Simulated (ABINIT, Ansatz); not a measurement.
## BaS (Fm-3m): a worked LO-TO splitting

How high does the longitudinal optical mode of BaS (Fm-3m) lie, given the transverse one, the Born charge and ε∞?

Main program and level: ABINIT 10.8.3; DFT LDA, scalar-relativistic, plane waves, PseudoDojo norm-conserving pseudopotentials.

## 1. The relaxed structure

Symmetry: Fm-3m, No. 225, cubic system. Conventional cell: a = 6.285 Å, b = 6.285 Å, c = 6.285 Å, α = 90.00°, β = 90.00°, γ = 90.00°. Ba has 6 S at 3.14 Å nearest. S has 6 Ba at 3.14 Å nearest. Farther neighbours and most contacts between anions are not listed.

This is the cell after its relaxation at this level of theory, not the database cell from which that began.

## 2. What the response run gave

A linear-response run on the relaxed cell, with the response to an electric field; only its zone-centre results are used. Cutoff 21.5 Ha, k mesh 6×6×6 with shifts.

Numbers of over 12 decimals in the logs are rounded to 6 here.

Output:

```text
[banners, grids, parts of the stress and lines that vanish by symmetry left out]
- input  file    -> dfpt_gamma.abi
- output file    -> dfpt_gamma.abo
- root for input  files -> dfpt_gammai
[...]
DATASET    1 : space group Fm -3 m (#225); Bravais cF (face-center cubic)
[...]
nfft =       46656          nkpt =         432
[...]
DATASET    2 : space group Fm -3 m (#225); Bravais cF (face-center cubic)
[...]
nfft =       46656          nkpt =         432
[...]
DATASET    3 : space group Fm -3 m (#225); Bravais cF (face-center cubic)
[...]
mpw =        2006          nfft =       46656          nkpt =         432
[...]
== DATASET  1 ==================================================================
[...]
cutoff_energies: {ecut:  21.5, pawecutdg:  -1.0, }
[...]
- 16.00000   6.00000  180309                  znucl, zion, pspdat
[...]
Perturbation : derivative vs k along direction   1
[...]
-ETOT  1  -14.044492419657     -1.404E+01 8.589E-02 0.000E+00
 ETOT  2  -14.062983210893     -1.849E-02 2.219E-03 0.000E+00
 ETOT  3  -14.063136001028     -1.528E-04 3.205E-05 0.000E+00
 ETOT  4  -14.063138549254     -2.548E-06 1.458E-06 0.000E+00
 ETOT  5  -14.063138604908     -5.565E-08 2.651E-08 0.000E+00
[...]
At SCF step   14   max residual=  1.00E-20 < tolwfr=  1.00E-20 =>converged.
[...]
Perturbation : derivative vs k along direction   2
[...]
-ETOT  1  -14.044492419440     -1.404E+01 8.589E-02 0.000E+00
[...]
At SCF step   14   max residual=  1.00E-20 < tolwfr=  1.00E-20 =>converged.
[...]
Perturbation : derivative vs k along direction   3
[...]
-ETOT  1  -14.044492419224     -1.404E+01 8.589E-02 0.000E+00
[...]
At SCF step   14   max residual=  1.00E-20 < tolwfr=  1.00E-20 =>converged.
[...]
1        1       1.9832933822    0.0000000000
     1        2       0.9916466911    0.0000000000
     1        3       0.9916466911   -0.0000000000
     2        1       0.9916466911    0.0000000000
     2        2       1.9832933823    0.0000000000
     2        3       0.9916466911    0.0000000000
     3        1       0.9916466911   -0.0000000000
     3        2       0.9916466911    0.0000000000
     3        3       1.9832933823    0.0000000000
[...]
== DATASET  2 ==================================================================
[...]
cutoff_energies: {ecut:  21.5, pawecutdg:  -1.0, }
[...]
Perturbation : displacement of atom   1   along direction   1
[...]
1    4   1    4         5.1799859506        -0.0000000000
   1    4   2    4        -0.0000000000        -0.0000000000
   1    4   3    4        -0.0000000000        -0.0000000000
   2    4   1    4        -0.0000000000        -0.0000000000
   2    4   2    4         5.1799859506        -0.0000000000
   2    4   3    4         0.0000000000        -0.0000000000
   3    4   1    4        -0.0000000000        -0.0000000000
   3    4   2    4         0.0000000000        -0.0000000000
   3    4   3    4         5.1799859506        -0.0000000000
  Effective charges, in cartesian coordinates,
[...]
1    1   1    4         2.6319464837         0.0000000000
   2    1   1    4         0.0000000000         0.0000000000
   3    1   1    4        -0.0000000000         0.0000000000
   1    2   1    4        -2.6308005626         0.0000000000
   2    2   1    4        -0.0000000000         0.0000000000
[...]
Effective charges, in cartesian coordinates,
[...]
2    4   1    2        -0.0000000000         0.0000000000
   3    4   1    2        -0.0000000000         0.0000000000
   1    4   2    2         0.0000000000         0.0000000000
   2    4   2    2        -2.6308005454         0.0000000000
   3    4   2    2         0.0000000000         0.0000000000
   1    4   3    2         0.0000000000         0.0000000000
   2    4   3    2         0.0000000000         0.0000000000
   3    4   3    2        -2.6308005454         0.0000000000
  Phonon wavevector (reduced coordinates) :  0.00000  0.00000  0.00000
 Phonon energies in Hartree :
[...]
Phonon frequencies in cm-1    :
-  1.605823E-01  1.605826E-01  1.605834E-01  1.528540E+02  1.528540E+02
-  1.528540E+02
  Phonon at Gamma, with non-analyticity in the
[...]
Phonon energies in Hartree :
[...]
Phonon frequencies in cm-1    :
-  1.605823E-01  1.605826E-01  1.619713E-01  1.528540E+02  1.528540E+02
-  2.532128E+02
  Phonon at Gamma, with non-analyticity in the
[...]
Phonon energies in Hartree :
[...]
Phonon frequencies in cm-1    :
-  1.605823E-01  1.605834E-01  1.619705E-01  1.528540E+02  1.528540E+02
-  2.532128E+02
  Phonon at Gamma, with non-analyticity in the
[...]
Phonon energies in Hartree :
[...]
Phonon frequencies in cm-1    :
-  1.605826E-01  1.605834E-01  1.619702E-01  1.528540E+02  1.528540E+02
-  2.532128E+02
[...]
== DATASET  3 ==================================================================
[...]
cutoff_energies: {ecut:  21.5, pawecutdg:  -1.0, }
[...]
1          1       -0.000000000       -0.000000000       -0.000000000
[...]
1          2       -0.000000000       -0.000000000       -0.000000000
[...]
1          3       -0.000000000       -0.000000000       -0.000000000
[...]
2          1       -0.000000000       -0.000000000       -0.000000000
[...]
2          2       -0.000000000       -0.000000000       -0.000000000
[...]
2          3       -0.000000000       -0.000000000       -0.000000000
[...]
strten2     0.0000000000E+00  0.0000000000E+00  0.0000000000E+00
           strten3     0.0000000000E+00  0.0000000000E+00  0.0000000000E+00
================================================================================
```

```
                       quantity    value
             cell volume Ω (Å³)   62.070
                 mass of Ba (u)  137.327
                  mass of S (u)   32.060
     Born charge of Ba, raw (e)    2.632
      Born charge of S, raw (e)   -2.631
                             ε∞    5.180
ω(TO) after the sum rule (cm⁻¹)    152.8
```

## 3. The calculation

The charges must sum to zero over the cell; taking off their mean, 0.001 e, leaves Z* = 2.631 e on Ba. In the polar mode Ba moves against S, so the reduced mass is μ = 137.33 × 32.06 / 169.39 = 25.992 u.

A longitudinal wave builds up a field that adds to the restoring force: ω(LO)² = ω(TO)² + 4π Z*² / (μ Ω ε∞), in Hartree atomic units. With μ = 47380 electron masses and Ω = 418.87 bohr³ the second term is 8.4637e-07 Ha², or 40769 cm⁻² (1 Ha = 219474.6 cm⁻¹).

So ω(LO) = √(23363 + 40769) = 253.2 cm⁻¹, and by the Lyddane-Sachs-Teller relation ε₀ = ε∞ (ω(LO)/ω(TO))² = 14.22.

## 4. Check against the program

The analysis program adds the same non-analytic term to the full matrix.

Output:

```text
[banners, grids, parts of the stress and lines that vanish by symmetry left out]
-outvars_anaddb: echo values of input variables ----------------------

 Flags :
[...]
Dielectric Tensor and Effective Charges
[...]
Effective charge tensors after
[...]
1          1       -0.000000000       -0.000000000       -0.000000000
[...]
1          2       -0.000000000       -0.000000000       -0.000000000
[...]
1          3       -0.000000000       -0.000000000       -0.000000000
[...]
2          1       -0.000000000       -0.000000000       -0.000000000
[...]
2          2       -0.000000000       -0.000000000       -0.000000000
[...]
2          3       -0.000000000       -0.000000000       -0.000000000
[...]
Phonon wavevector (reduced coordinates) :  0.00000  0.00000  0.00000
 Phonon energies in Hartree :
[...]
Phonon energies in meV     :
-  0.000000E+00  0.000000E+00  0.000000E+00  1.895142E+01  1.895142E+01
-  1.895142E+01
 Phonon frequencies in cm-1    :
-  0.000000E+00  0.000000E+00  0.000000E+00  1.528535E+02  1.528535E+02
-  1.528535E+02
 Phonon frequencies in Thz     :
-  0.000000E+00  0.000000E+00  0.000000E+00  4.582434E+00  4.582434E+00
-  4.582434E+00
 Phonon energies in Kelvin  :
-  0.000000E+00  0.000000E+00  0.000000E+00  2.199221E+02  2.199221E+02
-  2.199221E+02
[...]
-  1  0.00000000E+00  0.00000000E+00  1.79958434E-03
-     0.00000000E+00  0.00000000E+00  0.00000000E+00
-  2  0.00000000E+00  0.00000000E+00  1.79958463E-03
-     0.00000000E+00  0.00000000E+00  0.00000000E+00
[...]
-  1  0.00000000E+00  1.79958434E-03  0.00000000E+00
-     0.00000000E+00  0.00000000E+00  0.00000000E+00
-  2  0.00000000E+00  1.79958463E-03  0.00000000E+00
-     0.00000000E+00  0.00000000E+00  0.00000000E+00
[...]
-  1  1.79958434E-03  0.00000000E+00  0.00000000E+00
-     0.00000000E+00  0.00000000E+00  0.00000000E+00
-  2  1.79958463E-03  0.00000000E+00  0.00000000E+00
-     0.00000000E+00  0.00000000E+00  0.00000000E+00
[...]
-  1  0.00000000E+00  0.00000000E+00 -8.69594337E-04
-     0.00000000E+00  0.00000000E+00  0.00000000E+00
-  2  0.00000000E+00  0.00000000E+00  3.72415526E-03
-     0.00000000E+00  0.00000000E+00  0.00000000E+00
[...]
-  1  0.00000000E+00 -8.69594336E-04  0.00000000E+00
-     0.00000000E+00  0.00000000E+00  0.00000000E+00
-  2 -2.40486527E-07  3.72415525E-03  0.00000000E+00
-     0.00000000E+00  0.00000000E+00  0.00000000E+00
[...]
-  1  8.69594336E-04  0.00000000E+00  0.00000000E+00
-     0.00000000E+00  0.00000000E+00  0.00000000E+00
-  2 -3.72415525E-03 -2.40485112E-07  0.00000000E+00
[...]
-  3.139706E+01
 Phonon frequencies in cm-1    :
-  0.000000E+00  0.000000E+00  0.000000E+00  1.528535E+02  1.528535E+02
-  2.532343E+02
 Phonon frequencies in Thz     :
-  0.000000E+00  0.000000E+00  0.000000E+00  4.582434E+00  4.582434E+00
-  7.591775E+00
 Phonon energies in Kelvin  :
-  0.000000E+00  0.000000E+00  0.000000E+00  2.199221E+02  2.199221E+02
-  3.643477E+02
[...]
-  1  0.00000000E+00  0.00000000E+00  1.79958434E-03
[...]
-  2  0.00000000E+00  0.00000000E+00  1.79958463E-03
[...]
Phonon at Gamma, with non-analyticity in the
[...]
Phonon energies in Hartree :
[...]
Phonon energies in meV     :
-  0.000000E+00  0.000000E+00  0.000000E+00  1.895142E+01  1.895142E+01
-  3.139706E+01
 Phonon frequencies in cm-1    :
-  0.000000E+00  0.000000E+00  0.000000E+00  1.528535E+02  1.528535E+02
-  2.532343E+02
 Phonon frequencies in Thz     :
-  0.000000E+00  0.000000E+00  0.000000E+00  4.582434E+00  4.582434E+00
-  7.591775E+00
 Phonon energies in Kelvin  :
-  0.000000E+00  0.000000E+00  0.000000E+00  2.199221E+02  2.199221E+02
-  3.643477E+02
[...]
Phonon at Gamma, with non-analyticity in the
[...]
Phonon energies in Hartree :
[...]
Phonon energies in meV     :
-  0.000000E+00  0.000000E+00  0.000000E+00  1.895142E+01  1.895142E+01
-  3.139706E+01
 Phonon frequencies in cm-1    :
-  0.000000E+00  0.000000E+00  0.000000E+00  1.528535E+02  1.528535E+02
-  2.532343E+02
 Phonon frequencies in Thz     :
-  0.000000E+00  0.000000E+00  0.000000E+00  4.582434E+00  4.582434E+00
-  7.591775E+00
 Phonon energies in Kelvin  :
-  0.000000E+00  0.000000E+00  0.000000E+00  2.199221E+02  2.199221E+02
-  3.643477E+02
[...]
-  1  0.00000000E+00 -1.79958431E-03 -3.61225816E-07
[...]
-  2  0.00000000E+00 -1.79958454E-03 -3.61165003E-07
[...]
-  1  1.79958435E-03  0.00000000E+00  0.00000000E+00
[...]
-  2  1.79958458E-03  0.00000000E+00  0.00000000E+00
[...]
-  1  1.02354655E-04  5.57296007E-04 -6.59650663E-04
[...]
-  2 -4.38347643E-04 -2.38669546E-03  2.82504310E-03
[...]
-  1  7.02604488E-04 -4.39943976E-04 -2.62660512E-04
[...]
-  2 -3.00899866E-03  1.88411953E-03  1.12487914E-03
[...]
-         0.000000000       0.000000000       0.000000000
-         0.000000000       0.000000000       0.000000000
[...]
-         0.000000000       0.000000000       0.000000000
-         0.000000000       0.000000000       0.000000000
-         0.000000000       0.000000000       0.000000000
[...]
-         0.000000000       0.000000000       0.000000000
-         0.000000000       0.000000000       0.000000000
-         0.000000000       0.000000000       0.000000000
[...]
Direction                     Dielectric constant
[...]
0.00000   0.00000   1.00000     14.21748686
   1.00000   1.00000   1.00000     14.21748686
-
```

```
    quantity  by hand  program
ω(LO) (cm⁻¹)    253.2    253.2
          ε₀    14.22    14.22
```

## 5. What came out

| Item | Value |
| --- | --- |
| TO mode | 152.8 cm⁻¹ |
| LO mode | 253.2 cm⁻¹ |
| static dielectric constant | 14.22 |

In words: The LO mode of BaS (Fm-3m) lies at 253 cm⁻¹, 100 cm⁻¹ above the TO mode; the formula meets the program within 0.1 cm⁻¹, as it must for a cubic crystal with one polar mode. ω(LO)² − ω(TO)² goes with Z*²/ε∞: an error of 5 % in ε∞ would move the LO mode by 3.9 cm⁻¹, and semilocal functionals tend to overestimate ε∞. These are harmonic values at zero temperature, at the volume of this functional, for the structure held cubic; stability elsewhere in the zone is no part of this calculation.

[Host names and launcher messages were left out of these logs when they were recorded.]

[Logs are printed without paths, hosts, clocks, repeated set-up lines and the standing remarks that a program may print on its own settings, such as how far it seeks lower states.]

[Hosts, paths, dates, database ids (printed as entryN), source tags and the programs' standing remarks are cut or masked in the printed files.]
